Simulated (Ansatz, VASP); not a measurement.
# Cross-check of Cu20B (B/Cu(110)) between VASP and Ansatz, part 2 of 3

One calculation is typed for both programs; each brings its own data sets. How far apart do they land? Of the first pair: The structure shown is the start of the Ansatz relaxation below; VASP solves that cell, so the two are compared at the walk's first step.

VASP 6.6.1 and Ansatz 0.2.0.

So far: Set-up; Ansatz: relaxation, PBE.

## (3) VASP: single point, PBE, start cell, pair 1

Level of this step: PBE; plane waves and PAW (Cu, B) (VASP).

The same cell, functional, mesh and smearing now go to VASP, with its own data sets.

Lines of VASP's logs that name or quote its potential files are left out, and so is its time.

INCAR

```
SYSTEM = Cu20B
PREC = Accurate
ENCUT = 520
EDIFF = 1E-06
NELM = 120
ISMEAR = -1
SIGMA = 0.1
LREAL = .FALSE.
ALGO = Normal
GGA = PE
NBANDS = 138
LASPH = .TRUE.
LORBIT = 11
LWAVE = .FALSE.
LCHARG = .FALSE.
ISIF = 2
LDIPOL = .TRUE.
IDIPOL = 3
DIPOL = 0.5 0.5 0.497
LVHAR = .TRUE.
GGA_COMPAT = .FALSE.
NELMDL = -8
KPAR = 4
```

POSCAR

```
Cu20B
1.0
    7.2200000000      0.0000000000      0.0000000000
    0.0000000000      5.1053109602      0.0000000000
    0.0000000000      0.0000000000     23.5502359614
Cu B
20 1
Direct
    0.0000000000      0.0000000979      0.3821617760
    0.2500000000      0.2500000509      0.4363577510
    0.0000000000      0.0000000979      0.4904084196
    0.2500000000      0.2500000509      0.5471831374
    0.0000000000      0.0000000979      0.5966070159
    0.0000000000      0.5000000039      0.3821617760
    0.2500000000      0.7500000509      0.4363577510
    0.0000000000      0.5000000039      0.4904084196
    0.2500000000      0.7500000509      0.5471831374
    0.0000000000      0.5000000039      0.5966070159
    0.5000000000      0.0000000979      0.3821617760
    0.7500000000      0.2500000509      0.4363577510
    0.5000000000      0.0000000979      0.4904084196
    0.7500000000      0.2500000509      0.5471831374
    0.5000000000      0.0000000979      0.5966070159
    0.5000000000      0.5000000039      0.3821617760
    0.7500000000      0.7500000509      0.4363577510
    0.5000000000      0.5000000039      0.4904084196
    0.7500000000      0.7500000509      0.5471831374
    0.5000000000      0.5000000039      0.5966070159
    0.2500000000      0.2500000509      0.6178382256
```

KPOINTS

```
Automatic mesh
0
Gamma
4 6 1
0 0 0
```

Potentials, in the order of the species: Cu and B (PBE family, release 64).

Launch:

```
> mpirun -np 4 vasp_std
```

Numbers of over 12 decimals in the logs are rounded to 6 here.

Output:

```text
[banner, memory and clock lines left out]
running    4 mpi-ranks, on    1 nodes
 distrk:  each k-point on    1 cores,    4 groups
 distr:  one band on    1 cores,    1 groups

 POSCAR found type information on POSCAR CuB
 POSCAR found :  2 types and      21 ions
|                                                                             |
|               ----> ADVICE to this user running VASP <----                  |
|                                                                             |
|     You have a (more or less) 'large supercell' and for larger cells it     |
|     might be more efficient to use real-space projection operators.         |
|     Therefore, try LREAL= Auto in the INCAR file.                           |
|     Mind: For very accurate calculation, you might also keep the            |
|     reciprocal projection scheme (i.e. LREAL=.FALSE.).                      |
|                                                                             |

 LDA part: xc-table for (Slater+PW92), standard interpolation
 POSCAR, INCAR and KPOINTS ok, starting setup
 FFT: planning ... GRIDC
 FFT: planning ... GRID_SOFT
 FFT: planning ... GRID
 WAVECAR not read
 entering main loop
       N       E                     dE             d eps       ncg     rms          rms(c)
DAV:   1     0.201778020758E+04    0.20178E+04   -0.91346E+04  3312   0.181E+03
DAV:   2     0.157690891086E+03   -0.18601E+04   -0.17916E+04  3312   0.408E+02
DAV:   3    -0.743120908842E+02   -0.23200E+03   -0.21504E+03  3490   0.199E+02
DAV:   4    -0.901602559271E+02   -0.15848E+02   -0.15157E+02  4406   0.630E+01
DAV:   5    -0.907092649146E+02   -0.54901E+00   -0.54539E+00  4848   0.995E+00
DAV:   6    -0.907194303323E+02   -0.10165E-01   -0.10160E-01  4664   0.135E+00
DAV:   7    -0.907196983365E+02   -0.26800E-03   -0.26798E-03  4920   0.176E-01
DAV:   8    -0.907197030308E+02   -0.46943E-05   -0.46938E-05  4680   0.256E-02    0.348E+01
DAV:   9    -0.838059647668E+02    0.69137E+01   -0.21146E+02  3942   0.143E+02    0.206E+01
DAV:  10    -0.722530550286E+02    0.11553E+02   -0.41173E+01  4036   0.116E+02    0.832E+00
DAV:  11    -0.719523774215E+02    0.30068E+00   -0.17764E+01  4556   0.715E+01    0.297E+00
DAV:  12    -0.721851581872E+02   -0.23278E+00   -0.55949E+00  4082   0.325E+01    0.352E+00
DAV:  13    -0.722151156533E+02   -0.29957E-01   -0.19706E+00  3872   0.227E+01    0.301E+00
DAV:  14    -0.720741035726E+02    0.14101E+00   -0.62502E-01  4152   0.111E+01    0.536E-01
[...]
DAV:  27    -0.720778481977E+02   -0.11762E-03   -0.97506E-06  3640   0.383E-02    0.290E-03
DAV:  28    -0.720778727501E+02   -0.24552E-04   -0.16593E-06  2368   0.209E-02    0.216E-03
DAV:  29    -0.720778995876E+02   -0.26838E-04   -0.11342E-06  2170   0.141E-02    0.173E-03
DAV:  30    -0.720779132770E+02   -0.13689E-04   -0.81656E-07  2150   0.119E-02    0.105E-03
DAV:  31    -0.720779161719E+02   -0.28949E-05   -0.30211E-07  2216   0.608E-03    0.677E-04
DAV:  32    -0.720779180166E+02   -0.18447E-05   -0.18460E-07  2110   0.368E-03    0.916E-04
DAV:  33    -0.720779198693E+02   -0.18527E-05   -0.13436E-07  2134   0.304E-03    0.429E-04
DAV:  34    -0.720779205851E+02   -0.71580E-06   -0.81664E-08  2122   0.267E-03
   1 F= -.72077921E+02 E0= -.71944143E+02  d E =-.267555E+00
```

OUTCAR, selected parts (step 3):

```text
ion  position               nearest neighbor table
   1  0.000  0.000  0.382-   3 2.55   6 2.55   2 2.55  12 2.55   7 2.55  17 2.55   6 2.55
   2  0.250  0.250  0.436-   3 2.55   8 2.55  13 2.55  18 2.55   7 2.55   7 2.55   1 2.55  16 2.55
                             6 2.55  11 2.55   4 2.61
   3  0.000  0.000  0.490-   5 2.50   1 2.55   2 2.55  12 2.55   7 2.55  17 2.55   8 2.55   8 2.55
                             4 2.58  14 2.58  19 2.58   9 2.58
   4  0.250  0.250  0.547-  21 1.66  10 2.50  15 2.50  20 2.50   5 2.50   9 2.55   9 2.55  18 2.58
                             8 2.58  13 2.58   3 2.58   2 2.61
   5  0.000  0.000  0.597-  21 2.27  14 2.50   4 2.50  19 2.50   9 2.50   3 2.50  10 2.55  10 2.55

  LATTYP: Found a simple orthorhombic cell.
 ALAT       =     5.1053109602
 B/A-ratio  =     1.4142135624
 C/A-ratio  =     4.6128896251

 Subroutine GETGRP returns: Found  4 space group operations
 (whereof  1 operations were pure point group operations)

The static configuration has the point symmetry C_1 .
 The point group associated with its full space group is C_2v.

 Found     12 irreducible k-points:

   k-points           NKPTS =     12   k-points in BZ     NKDIM =     12   number of bands    NBANDS=    138

   dimension x,y,z NGX =    54 NGY =   40 NGZ =  180
   dimension x,y,z NGXF=   108 NGYF=   80 NGZF=  360

   ENCUT  =  520.0 eV  38.22 Ry    6.18 a.u.  13.42  9.49 43.79*2*pi/ulx,y,z

   NELECT =     223.0000    total number of electrons

 k-points in reciprocal lattice and weights: Automatic mesh
   0.00000000  0.00000000  0.00000000       0.042
   0.25000000  0.00000000  0.00000000       0.083
   0.50000000  0.00000000  0.00000000       0.042
   0.00000000  0.16666667  0.00000000       0.083
   0.25000000  0.16666667  0.00000000       0.167
   0.50000000  0.16666667  0.00000000       0.083
   0.00000000  0.33333333  0.00000000       0.083
   0.25000000  0.33333333  0.00000000       0.167
   0.50000000  0.33333333  0.00000000       0.083
   0.00000000  0.50000000  0.00000000       0.042
   0.25000000  0.50000000  0.00000000       0.083
   0.50000000  0.50000000  0.00000000       0.042

 dipolmoment           0.000000      0.000000      0.080861 electrons x Angstroem

 average (electrostatic) potential at core
       1 -71.9212       2 -72.3666       3 -72.4233       4 -73.6738       5 -72.2873
       6 -71.9212       7 -72.3255       8 -72.4233       9 -72.3787      10 -72.2873
      11 -71.9212      12 -72.3686      13 -72.4233      14 -72.3445      15 -72.2873
      16 -71.9212      17 -72.3405      18 -72.4233      19 -72.4374      20 -72.2873
      21 -34.6071

 E-fermi :  -1.1467

 k-point     1 :       0.0000    0.0000    0.0000
  band No.  band energies     occupation
    ...
    109      -1.5742      1.97257
    110      -1.4757      1.92819
    111      -1.3388      1.74439
    112      -1.2611      1.51678
    113      -1.0517      0.55785
    114      -0.5760      0.00662
    115      -0.5280      0.00410
    116      -0.5250      0.00398
    117       0.3313      0.00000
    118       0.4639      0.00000
    ...

 k-point     2 :       0.2500    0.0000    0.0000
  band No.  band energies     occupation
    ...
    108      -1.6813      1.99050
    109      -1.5373      1.96053
    110      -1.3841      1.82968
    111      -1.2360      1.41890
    112      -1.1579      1.05567
    113      -1.0161      0.42636
    114      -0.5118      0.00349
    115      -0.3853      0.00099
    116      -0.3081      0.00046
    117       0.2782      0.00000
    ...

 k-point     3 :       0.5000    0.0000    0.0000
  band No.  band energies     occupation
    ...
    108      -1.6739      1.98978
    109      -1.5079      1.94741
    110      -1.2459      1.45904
    111      -1.1422      0.97731
    112      -1.1158      0.84658
    113      -0.9819      0.32265
    114      -0.4605      0.00209
    115      -0.2697      0.00031
    116      -0.1954      0.00015
    117      -0.1403      0.00009
    ...

  Total       -7.0382424     -4.0456093      8.9445284      0.0000000      0.0000000      0.0000000
  in kB      -12.9903287     -7.4668919     16.5087188      0.0000000      0.0000000      0.0000000
  external PRESSURE =      -1.3161673 kB  Pullay stress =       0.0000000 kB

  energy-cutoff  :      520.00
  volume of cell :      868.07
      direct lattice vectors                 reciprocal lattice vectors
     7.220000000  0.000000000  0.000000000     0.138504155  0.000000000  0.000000000
     0.000000000  5.105310960  0.000000000     0.000000000  0.195874455  0.000000000
     0.000000000  0.000000000 23.550235961     0.000000000  0.000000000  0.042462420

 POSITION                                       TOTAL-FORCE (eV/Angst)
 -----------------------------------------------------------------------------------
      0.00000      0.00000      9.00000         0.000057     -0.042758      0.301776
      1.80500      1.27633     10.27633         0.000000      0.000000     -0.418519
      0.00000      0.00000     11.54923        -0.039157     -0.040670     -0.057504
      1.80500      1.27633     12.88629         0.000000      0.000000     -5.437361
      0.00000      0.00000     14.05024         0.348169      0.285086      0.445053
      0.00000      2.55266      9.00000         0.000057      0.042758      0.301776
      1.80500      3.82898     10.27633         0.000000      0.000000     -0.410653
      0.00000      2.55266     11.54923        -0.039157      0.040670     -0.057504
      1.80500      3.82898     12.88629         0.000000      0.000000     -0.196456
      0.00000      2.55266     14.05024         0.348169     -0.285086      0.445053
      3.61000      0.00000      9.00000        -0.000057     -0.042758      0.301776
      5.41500      1.27633     10.27633         0.000000      0.000000     -0.339724
      3.61000      0.00000     11.54923         0.039157     -0.040670     -0.057504
      5.41500      1.27633     12.88629         0.000000      0.000000     -0.144601
      3.61000      0.00000     14.05024        -0.348169      0.285086      0.445053
      3.61000      2.55266      9.00000        -0.000057      0.042758      0.301776
      5.41500      3.82898     10.27633         0.000000      0.000000     -0.337217
      3.61000      2.55266     11.54923         0.039157      0.040670     -0.057504
      5.41500      3.82898     12.88629         0.000000      0.000000      0.025177
      3.61000      2.55266     14.05024        -0.348169     -0.285086      0.445053
      1.80500      1.27633     14.55024         0.000000      0.000000      4.502055
 -----------------------------------------------------------------------------------
    total drift:                                0.000000     -0.000000      0.003282

  FREE ENERGIE OF THE ION-ELECTRON SYSTEM (eV)
  ---------------------------------------------------
  free  energy   TOTEN  =       -72.0779205851 eV

  energy  without entropy=      -71.8103653375  energy(sigma->0) =      -71.94414296

 vacuum level on the upper side and lower side of the slab         3.656         3.260

 total charge
# of ion       s       p       d       tot
------------------------------------------
    1        0.436   0.225   9.221   9.882
    2        0.448   0.356   9.172   9.976
    3        0.440   0.376   9.181   9.998
    4        0.550   0.561   9.188  10.298
    5        0.445   0.305   9.189   9.939
    6        0.436   0.225   9.221   9.882
    7        0.449   0.353   9.171   9.973
    8        0.440   0.376   9.181   9.998
    9        0.432   0.366   9.185   9.983
   10        0.445   0.305   9.189   9.939
   11        0.436   0.225   9.221   9.882
   12        0.441   0.357   9.170   9.968
   13        0.440   0.376   9.181   9.998
   14        0.458   0.356   9.177   9.991
   15        0.445   0.305   9.189   9.939
   16        0.436   0.225   9.221   9.882
   17        0.443   0.355   9.172   9.970
   18        0.440   0.376   9.181   9.998
   19        0.457   0.379   9.151   9.987
   20        0.445   0.305   9.189   9.939
   21        0.782   0.924   0.000   1.706
--------------------------------------------------
tot          9.746   7.633 183.748 201.128

[... 3 further parts left out ...]
```

## (4) Side by side

Known differences besides the potentials themselves: the data sets hold 383 valence electrons in Ansatz (on its default PAW (the set named soft_2) files) and 223 in VASP; the cutoff is 420 eV in Ansatz and 520 eV in VASP. Total energies have different zeros and are not compared.

Forces on 8 of the 21 atoms, those with the largest forces and the largest differences (eV/Å; atoms numbered as in POSCAR):

```tsv
atom	Ansatz x, y, z	VASP x, y, z
Cu2	0.000, 0.000, -0.420	0.000, 0.000, -0.419
Cu4	0.000, 0.000, -5.329	0.000, 0.000, -5.437
Cu5	0.358, 0.292, 0.417	0.348, 0.285, 0.445
Cu6	0.000, 0.043, 0.332	0.000, 0.043, 0.302
Cu10	0.358, -0.292, 0.417	0.348, -0.285, 0.445
Cu15	-0.358, 0.292, 0.417	-0.348, 0.285, 0.445
Cu20	-0.358, -0.292, 0.417	-0.348, -0.285, 0.445
B21	0.000, 0.000, 4.381	0.000, 0.000, 4.502
```

The forces differ by 23 meV/Å r.m.s., which is 2.5 % of the r.m.s. force of 0.913 eV/Å (both taken over all components). With vacuum in the cell, a pressure given here is an average over mostly empty space and none of the material.

## (5) Ansatz: relaxation, PBE

This run makes the geometry at which the two programs are then compared.

The structure compared here is the end of the Ansatz relaxation.

input.yaml

```yaml
crystal:
  lattice:
    - [7.22, 0.0, 0.0]
    - [0.0, 5.1053109602, 0.0]
    - [0.0, 0.0, 23.5502359614]
  atoms:
    - { symbol: Cu, position: [0.0, 0.0, 0.382161776] }
    - { symbol: Cu, position: [0.25, 0.25, 0.43635774] }
    - { symbol: Cu, position: [0.0, 0.0, 0.4904084188] }
    - { symbol: Cu, position: [0.25, 0.25, 0.547183149] }
    - { symbol: Cu, position: [0.0, 0.0, 0.5966070142] }
    - { symbol: Cu, position: [0.0, 0.5, 0.382161776] }
    - { symbol: Cu, position: [0.25, 0.75, 0.43635774] }
    - { symbol: Cu, position: [0.0, 0.5, 0.4904084188] }
    - { symbol: Cu, position: [0.25, 0.75, 0.547183149] }
    - { symbol: Cu, position: [0.0, 0.5, 0.5966070142] }
    - { symbol: Cu, position: [0.5, 0.0, 0.382161776] }
    - { symbol: Cu, position: [0.75, 0.25, 0.43635774] }
    - { symbol: Cu, position: [0.5, 0.0, 0.4904084188] }
    - { symbol: Cu, position: [0.75, 0.25, 0.547183149] }
    - { symbol: Cu, position: [0.5, 0.0, 0.5966070142] }
    - { symbol: Cu, position: [0.5, 0.5, 0.382161776] }
    - { symbol: Cu, position: [0.75, 0.75, 0.43635774] }
    - { symbol: Cu, position: [0.5, 0.5, 0.4904084188] }
    - { symbol: Cu, position: [0.75, 0.75, 0.547183149] }
    - { symbol: Cu, position: [0.5, 0.5, 0.5966070142] }
    - { symbol: B, position: [0.25, 0.25, 0.617838224] }
kpoints:
  mp_grid: { grid: [4, 6, 1] }
hamiltonian:
  xc: pbe
scf:
  occupations: { method: fermi_dirac, width: 0.1 }
  convergence: { dr2_threshold: 1.0e-08 }
efield:
  axis: 3
  dipole_correction: true
  ramp_position: 0.97
  ramp_width: 0.06
relax:
  f_tol: 0.02
  max_steps: 60
  constraints: [{ sites: [0, 1, 5, 6, 10, 11, 15, 16] }]
output:
  bader: true
  dos: { projected: true, e_range: [-8, 4] }
  write_potential: true
  write_density: true
  volumetric_format: npy
  elf: true
```

Launch:

```
> ansatz run input.yaml --threads 4 --pin off --max-ram 12288MiB --backend cpu --events-out ev --progress --plain --runs-dir out
```

Output:

```text
[...]
Crystal: 21 atoms, lattice volume = 868.070 Å³
Basis set: ecut = 420 eV, 16991 PW (Γ), exchange–correlation on 100×72×320 points (8 copies of the dense FFT grid, shifted against one another)
Bands: 230, of which v1, the nominal top of the filled ones, is band 192 counted from 1 (191 counted from 0)
Symmetry: 4 space group operations
[...]
k-points: 12 of 24
[...]
- { symbol: Cu, position: [0.471346, 0.495346, 0.602880] }
    - { symbol: B, position: [0.25, 0.25, 0.622738] }
--- Bader charges: 21 sites ---
  site symbol  charge [e]  shift [e]
     0     Cu     -0.0003     0.0002
     1     Cu     -0.0137     0.0001
     2     Cu      0.0280     0.0002
     3     Cu      0.0108     0.0028
     4     Cu      0.0673     0.0015
     5     Cu     -0.0003     0.0002
     6     Cu     -0.0098     0.0002
     7     Cu      0.0280     0.0002
[...]
17     Cu      0.0280     0.0002
    18     Cu     -0.0715     0.0002
    19     Cu      0.0673     0.0015
    20      B     -0.2560     0.0093
  estimated error of the sums over rays = 3.2e-4 e
```

(Part 2 of 3 ends here.)

[Lines on the potential files, build, host, timing and source positions are cut from VASP's logs without a mark.]

[Logs are printed without paths, hosts, clocks, repeated set-up lines and the standing remarks that a program may print on its own settings, such as how far it seeks lower states.]

[Hosts, paths, dates, database ids (printed as entryN), source tags and the programs' standing remarks are cut or masked in the printed files.]
